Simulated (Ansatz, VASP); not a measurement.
One calculation of Sn, two programs

```
CELL_PARAMETERS angstrom
0.00000 3.28412 3.28412
3.28412 0.00000 3.28412
3.28412 3.28412 0.00000
ATOMIC_POSITIONS crystal
Sn 0.00000 0.00000 0.00000
Sn 0.25000 0.25000 0.25000
```

Alike in both runs: functional r2SCAN; k mesh 10 × 10 × 10; occupations fermi-dirac, width 0.05 eV; no spin polarisation.

Ansatz relaxed the structure, and its values are those at the end. VASP's run is a single point on that final structure, the one shown.

```csv
,VASP,Ansatz
version,VASP 6.6.1,Ansatz 0.2.0
potentials or method,"VASP PAW PBE potentials, release 64 (Sn_d)",plane-wave PAW DFT
plane-wave cutoff (eV),520,500
valence electrons in the cell,28,28
```

Ansatz gave:

| Item | Value |
| --- | --- |
| pressure (GPa) | 0.0 |

Problem. Estimate VASP's values.

Solution. Pressure (GPa): -0.1.

Caveats: the PAW data sets were made with another functional, which shifts forces and pressure a little (VASP).
